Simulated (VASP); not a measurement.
A run of VASP 6.6.1 is set up as follows.

Contents of INCAR:

```
PREC = Accurate
ENCUT = 520
EDIFF = 1E-6
ISMEAR = 0
SIGMA = 0.05
LREAL = False
LASPH = True
NELM = 100
ALGO = Normal
ISIF = 2
LWAVE = False
LCHARG = False
GGA = PS
NBANDS = 16
```

File KPOINTS:

```
Automatic mesh
0
Gamma
  6 6 6
```

Contents of POSCAR:

```
CdSe
1.0
    0.0000000000      3.0393778372      3.0393778372
    3.0393778372      0.0000000000      3.0393778372
    3.0393778372      3.0393778372      0.0000000000
Cd Se
1 1
Direct
    0.0000000000      0.0000000000      0.0000000000
    0.2500000000      0.2500000000      0.2500000000
```

Potentials or basis: VASP PAW PBE potentials, release 64 (Cd, Se).

The run is started by

```bash
$ cat potpaw_PBE.64/Cd/POTCAR potpaw_PBE.64/Se/POTCAR > POTCAR
$ mpirun -np 1 vasp_std > vasp.out
```

(1) Predict the band gap on the k mesh.

(2) Predict the pressure.

Results:

(1) 0.48 eV, direct.

(2) 0.4 GPa.

Caveat: the PAW data sets were made with another functional, which shifts forces and pressure a little.
